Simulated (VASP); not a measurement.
# MgF2 in VASP: how settings move the PBE single point

The PBE single point of MgF2 (rutile), under -2.0 % strain along z alone is repeated with altered inputs. Which of them can be trusted?

The runs shown are made with VASP 6.6.1. PAW datasets, plane waves. Spin-unpolarised (in the reference); all numbers are computed.

**1. Starting point**

The cell comes from an earlier relaxation with r2SCAN in another program, then strained, with the atoms relaxed again. Some of the altered inputs switch spin polarisation on.

Space group P4_2/mnm (No. 136), tetragonal; a = 4.622 Å, c = 2.985 Å in the conventional setting, 10.63 Å³ an atom. Mg has 6 F at 1.97–1.98 Å; F has 3 Mg at 1.97–1.98 Å.

The structure in full:

```
CELL_PARAMETERS angstrom
4.62202 0.00000 0.00000
0.00000 4.62202 0.00000
0.00000 0.00000 2.98519
ATOMIC_POSITIONS crystal
Mg 0.00000 0.00000 0.00000
Mg 0.50000 0.50000 0.50000
F 0.30199 0.30199 0.00000
F 0.19801 0.80199 0.50000
F 0.80199 0.19801 0.50000
F 0.69801 0.69801 0.00000
```

**2. The reference run**

File INCAR:

```
ENCUT = 520.000000
SIGMA = 0.020000
EDIFF = 1.00e-07
GGA = PE
PREC = Accurate
IBRION = -1
ISIF = 2
ISMEAR = -1
NBANDS = 25
NELM = 120
NSW = 0
LASPH = .TRUE.
LCHARG = .TRUE.
LELF = .TRUE.
LWAVE = .FALSE.
LREAL = .FALSE.
```

File KPOINTS:

```
KPOINTS created by Atomic Simulation Environment
0
Gamma
6 6 8
0 0 0
```

File POSCAR:

```
Mg F
 1.0000000000000000
     4.6220159945999999    0.0000000000000000    0.0000000000000000
     0.0000000000000000    4.6220159945999999    0.0000000000000000
     0.0000000000000000    0.0000000000000000    2.9851895244000000
 Mg  F
   2   4
Cartesian
  0.0000000000000000 -0.0000000000000000  0.0000000000000000
  2.3110079972999999  2.3110079972999999  1.4925947622000000
  1.3958084988349020  1.3958084988349020  0.0000000000000000
  0.9151994984650982  3.7068164961349019  1.4925947622000000
  3.7068164961349019  0.9151994984650982  1.4925947622000000
  3.2262074957650979  3.2262074957650979  0.0000000000000000
```

A file KPOINTS_OPT adds named points for the levels; it doesn't enter the self-consistent loop.

Potentials: the recommended PBE PAW datasets, 32 valence electrons.

On the command line:

```console
> mpirun -np 1 vasp_std
```

**3. Altered input 1**

INCAR, as its differences from that of step 2:

```diff
@@ -9,8 +9,8 @@
 NBANDS = 25
-NELM = 120
 NSW = 0
 LASPH = .TRUE.
-LCHARG = .TRUE.
-LELF = .TRUE.
+LCHARG = .FALSE.
 LWAVE = .FALSE.
 LREAL = .FALSE.
+IVDW = 10
+NELM = 78
```

File KPOINTS:

```
KPOINTS created by Atomic Simulation Environment
0
Monkhorst-Pack
6 6 8
0 0 0
```

POSCAR is that of step 2.

**4. Altered input 2**

File INCAR:

```
ENCUT = 520.000000
SIGMA = 0.020000
EDIFF = 1.00e-07
PREC = Accurate
IBRION = -1
ISIF = 2
ISMEAR = -1
NBANDS = 25
NELM = 120
NSW = 0
LASPH = .TRUE.
LCHARG = .FALSE.
LWAVE = .FALSE.
LREAL = .FALSE.
GGA = PE
ISPIN = 2
MAGMOM = -0.5 0.5 0.5 -0.5 -0.5 0.5
ISYM = 1
```

KPOINTS is that of step 2.

POSCAR is that of step 2.

Q: Predict the outcome of this session. Wanted: for each run, changed; ending; energy change; pressure; electronic steps; usable.

**Answer**, as computed:

| run | changed | ending | energy change (meV/atom) | pressure (GPa) | gap on the mesh (eV; negative: overlap) | electronic steps | time | usable |
| --- | --- | --- | --- | --- | --- | --- | --- | --- |
| ref. | – | converged | 0 | 6.6 | 7.28 | 13 | 55 s | yes |
| 1 | IVDW = 10, NELM = 78, shifted mesh | converged | – | 3.1 | 7.63 | 13 | 23 s | yes |
| 2 | ISPIN = 2, MAGMOM = -0.5 0.5 0.5 -0.5 -0.5 0.5, ISYM = 1 | converged | 0.0 | 6.6 | – | 15 | 2 min | yes |

**Reading.** Of 2 altered inputs, 2 gave usable results.
